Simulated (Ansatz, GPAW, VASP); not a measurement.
InP: 4 runs at one level of theory

```
In P
1.0
     0.00000    2.93050    2.93050
     2.93050    0.00000    2.93050
     2.93050    2.93050    0.00000
In P
1 1
Direct
  0.00000 0.00000 0.00000
  0.75000 0.75000 0.75000
```

Alike in all runs: task single point; functional PBE; k mesh 8 × 8 × 8; occupations gaussian, width 0.012 eV; no spin polarisation; no spin-orbit coupling. Pressure is positive in compression and, in plane waves, holds the error of the finite cutoff, which Ansatz's Pulay term estimates and takes out.

```csv
program and potentials,plane-wave cutoff (eV),notes,band gap (eV),pressure (GPa)
"Ansatz, Ansatz PAW",420,Pulay term of +0.04 GPa included,0.72,3.34
"Ansatz, all-electron LAPW, scalar-relativistic",-,-,0.71,3.34
"VASP, PBE PAW files In_d, P, 520 eV",520,-,0.71,3.28
"GPAW, GPAW PAW data sets (gpaw-data 1.2.1)",600,-,0.71,3.04
```

The band gap spans 0.71 (GPAW, GPAW PAW data sets (gpaw-data 1.2.1)) to 0.72 eV (Ansatz, Ansatz PAW), with all-electron results at 0.71. The pressure spans 3.04 (GPAW, GPAW PAW data sets (gpaw-data 1.2.1)) to 3.34 GPa (Ansatz, all-electron LAPW, scalar-relativistic), with all-electron results at 3.34.

Differences between rows come from potentials, basis sets and numerical settings, since the functional is the same but for its coding. Runs on potential files found faulty are left out.
